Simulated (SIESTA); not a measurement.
Runs of SIESTA 5.4.2 on MgS (Niningerite). Symmetry: Fm-3m, No. 225, cubic system. Conventional cell: a = 5.203 Å, b = 5.203 Å, c = 5.203 Å, α = 90.00°, β = 90.00°, γ = 90.00°. S (site symmetry m-3m) has 6 Mg at 2.60 Å as nearest neighbours. Mg (site symmetry m-3m) has 6 S at 2.60 Å as nearest neighbours. 

```csv
task,level,potentials or basis,cell,broadening (eV),window from (eV),window to (eV),energy points,k mesh for the DOS,energy shift,gap on the mesh (eV),pressure (GPa)
single point,PBE,"PseudoDojo 0.4 standard (PBE files), DZP (energy shift 0.002 Ry)",as given,-,-,-,-,-,0.002 Ry,2.80,3.5
density of states,LDA-PZ,"PseudoDojo 0.5 standard (PBE files), DZP (energy shift 0.01 Ry)",cell strained at random at fixed volume,0.1 eV,-25 eV,5 eV,301,14 × 14 × 14,0.01 Ry,2.34,-2.4
relaxation of cell and atoms,vdW-DF,"PseudoDojo 0.4 stringent (PBE files), DZP (energy shift 0.002 Ry)",relaxed from: cell strained at random at fixed volume,-,-,-,-,-,0.002 Ry,2.80,0.0
atomic charges,vdW-DF,"PseudoDojo 0.4 standard (PBE files), TZP (energy shift 0.01 Ry)",as given,-,-,-,-,-,0.01 Ry,2.98,(b)
optical spectrum,PW86PBE,"PseudoDojo 0.4 stringent (PBE files), DZP (energy shift 0.005 Ry)",as given,0.1 eV,-,40 eV,-,-,0.005 Ry,(a),5.1
single point,PBE,"PseudoDojo 0.4 standard (PBE files), DZP (energy shift 0.002 Ry)","atoms moved at random, drawn with an rms of 0.05 Å",-,-,-,-,-,0.002 Ry,2.80,3.8
density of states,revPBE,"PseudoDojo 0.4 standard (PBE files), DZP (energy shift 0.02 Ry)",as given,0.2 eV,-10 eV,5 eV,301,14 × 14 × 14,0.02 Ry,2.98,-0.2
```

Alike in all rows: no spin polarisation; k mesh 9 × 9 × 9; smearing fermi-dirac 0.05 eV; grid cutoff 800 Ry.

Problem. Estimate the missing entries.

Solution. (a) 2.83; (b) 4.0.

Caveats: semicore shells carry a single zeta, which can move pressures by several GPa and volumes by a few percent; an odd mesh through Γ misses points on the zone boundary, where band edges often lie; the basis of atomic orbitals isn't converged, which shifts pressures, moduli and gaps; the potentials were made for another functional, which shifts forces and pressure (some runs); the basis holds too few empty states to meet the f-sum rule, so the spectrum is short of weight at high energy (some runs); spectra need much finer meshes, so this one isn't converged (some runs); independent-particle spectra lack excitons (some runs).
